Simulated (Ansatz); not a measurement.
**SnO₂ films: biaxial stress and wafer bow**

Plane-wave DFT in Ansatz, r2SCAN, scalar-relativistic PAW potentials, cutoff 500 eV, no spin-orbit coupling; no spin polarisation. SnO₂ in space group P4_2/mnm, strained equally along a and b of the conventional cell, with c and the atoms relaxed within the symmetry (a film with c along the normal). Stress is the in-plane mean, tension positive.

```csv
strain (%),stress (GPa),E − E(0) (meV/atom)
-4.5,?,53.9
-3.0,-10.65,23.5
-1.5,-5.14,5.8
+0.0,-0.05,0.0
+1.5,4.53,5.2
+3.0,8.52,20.2
+4.5,11.84,43.7
```

**Question.** Fit the stress, get the biaxial modulus and predict the missing row.

**Answer.** A parabola through the given rows is σ = -0.02 + 3.192 ε -0.1218 ε² GPa (ε in %), so M = dσ/dε = 319 GPa at zero. It predicts -16.85 GPa at -4.5 %; the run gave -16.50 GPa. The miss is 0.35 GPa, so the fit holds even one step beyond its range. The negative square term means that the film is stiffer in compression than in tension. The energies check it: E/V = Mε² at small strain, and a cubic fit with V = 12.08 Å³/atom gives M = 319 GPa, in agreement.

**Question.** How much does a 20 nm film at +0.5 % strain bow a 300 mm Si(001) wafer 775 μm thick?

**Answer.** The fit, without its small constant, gives σ = 1.57 GPa. Stoney's formula, κ = 6σt_f/(M_s t_s²) with M_s = 180.5 GPa for Si(001) (literature), gives |κ| = 1.74×10⁻³ m⁻¹ and a bow κr²/2 = 19.6 μm at r = 150 mm, with the film side concave (tension pulls the edges up). This assumes a single-crystal or fully textured, unrelaxed film at 0 K.

Cost: about 12 core-minutes for the runs cited, on Intel Xeon Processor @ 2.50GHz (Skylake/Cascade Lake) (shared hosts).

The stress rises steadily from compression to tension, but each further step of stretching adds less than the one before, and the energies show the same asymmetry: 53.9 meV/atom at -4.5 % against 43.7 meV/atom at +4.5 %. This is ordinary bond anharmonicity. Squeezing the Sn–O network meets steep short-range repulsion, while stretching moves it towards the softer side of the bonding potential. The extrapolated parabola slightly overestimates the compressive stress, which suggests that higher-order elastic terms already matter there.

The modulus of 319 GPa is the response with the film normal free to relax, so it is lower than it would be with c clamped. Equal strain along a and b also leaves the soft orthorhombic shear of rutile untouched, so the stiffness found here says little about resistance to unequal in-plane strain. Nor does the smooth curve show that the tetragonal structure survives strong compression, where cooperative octahedral rotation towards a CaCl₂-type distortion could relieve stress.
